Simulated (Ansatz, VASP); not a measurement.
# Two plane-wave programs on Mg2H3

The input INCAR:

```
SYSTEM = Mg2H3
ALGO = Normal
EDIFF = 1E-6
ENCUT = 520
GGA = PE
ISIF = 2
ISMEAR = 0
LASPH = .True.
LCHARG = .True.
LELF = .True.
LREAL = .False.
LVHAR = .True.
LWAVE = .False.
NBANDS = 12
NELM = 60
PREC = Accurate
SIGMA = 0.1
```

File KPOINTS:

```
k-points
0
Gamma
  4 6 6
  0 0 0
```

Contents of POSCAR:

```
Mg2H3
1.0
    4.1115490200      0.0000000000      0.0000000000
    0.0000000000      3.4147997700      2.2105715800
    0.0000000000     -3.4147997700      2.2105715800
Mg H
2 3
Direct
    0.5000000000      0.0536961200      0.6838819300
    0.5000000000      0.6838819300      0.0536961200
    0.0000000000      0.6851083300      0.6851083300
    0.8205851500      0.1252257400      0.1252257400
    0.1794148500      0.1252257400      0.1252257400
```

Input for Ansatz:

```yaml
crystal:
  lattice:
    - [4.11154902, 0.0, 0.0]
    - [0.0, 3.41479977, 2.21057158]
    - [0.0, -3.41479977, 2.21057158]
  atoms:
    - { symbol: Mg, position: [0.5, 0.05369612, 0.68388193] }
    - { symbol: Mg, position: [0.5, 0.68388193, 0.05369612] }
    - { symbol: H, position: [0.0, 0.68510833, 0.68510833] }
    - { symbol: H, position: [0.82058515, 0.12522574, 0.12522574] }
    - { symbol: H, position: [0.17941485, 0.12522574, 0.12522574] }
basis:
  ecutwfc: 420
kpoints:
  mp_grid: { grid: [4, 6, 6] }
hamiltonian:
  xc: pbe
scf:
  occupations: { method: gaussian, width: 0.1 }
  lower_state_search: "off"
output:
  forces: true
  stress: true
  eigenvalues: true
```

Alike in both runs: task single point; functional PBE; k mesh 4 × 6 × 6; occupations gaussian, width 0.1 eV; no spin polarisation.

|  | VASP | Ansatz |
| --- | --- | --- |
| version | VASP 6.6.1 | Ansatz 0.2.0 |
| potentials or method | VASP PAW PBE potentials, release 64 (Mg, H) | scalar-relativistic, plane waves, PAW |
| plane-wave cutoff (eV) | 520 | 420 |
| valence electrons in the cell | 7 | 23 |

Ansatz gave:

```
gap on the k mesh at the Fermi level (eV)       : none
pressure (GPa)                                  : 5.7
largest component of the traceless stress (GPa) : 24.06
rms of the force components (eV/Å)              : 0.238
```

Task: Which values does VASP return?

Result: gap on the k mesh at the Fermi level (eV): none; pressure (GPa): 5.7; largest component of the traceless stress (GPa): 24.20; rms of the force components (eV/Å): 0.241.

Atom by atom the forces differ by 0.003 eV/Å (rms over components). A gap of «none» marks a metal or a gap that the smearing closes. With one functional, cell and mesh, what is left measures potentials, basis and numerics. The two sets of potentials don't hold the same shells in valence.

Caveats: the k mesh is coarse (spacing up to 0.38 Å⁻¹), so the values aren't converged.
